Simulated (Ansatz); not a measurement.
This Sn structure is the end of a relaxation. The cell was found from a structure generator's guess, not taken from experiment.

These are results of Ansatz, DFT PBE, scalar-relativistic, plane waves, PAW, not measurements. Cutoff 420 eV, Γ-centred mesh, Gaussian smearing, no spin polarisation.

```yaml
crystal:
  lattice:
    - [5.62097, 0.00000, 0.00000]
    - [0.00000, 5.62097, 0.00000]
    - [0.00000, 0.00000, 4.55668]
  atoms:
    - { symbol: Sn, position: [0.34088, 0.00000, 0.75000] }
    - { symbol: Sn, position: [0.65912, 0.00000, 0.25000] }
    - { symbol: Sn, position: [0.00000, 0.34088, 0.00000] }
    - { symbol: Sn, position: [0.00000, 0.65912, 0.50000] }
```

Energies count from the standard state of Sn at the same level. The references include grey tin.

(1) Find its symmetry and describe it.

(2) How far does it lie from the standard state of Sn?

(3) Is it a metal?

(4) From what recipe could a structure generator have reached it?

Results:

(1) P4_122 (No. 91). Conventional cell: a = 5.621 Å, c = 4.557 Å. Around Sn lie 4 Sn at 2.90–2.94 Å.

(2) +0.16 eV/atom. So it is a metastable form at best.

(3) Yes, bands cross the Fermi level on the 8×8×10 mesh.

(4) One such recipe: 4-connected net of one element (P4_122, No. 91). Other recipes can lead to the same cell.

The last run used an 8×8×10 mesh (in the run's order of axes) for its 4-atom cell and Gaussian smearing of 0.10 eV. A structure relaxed within its symmetry needn't be a true minimum.
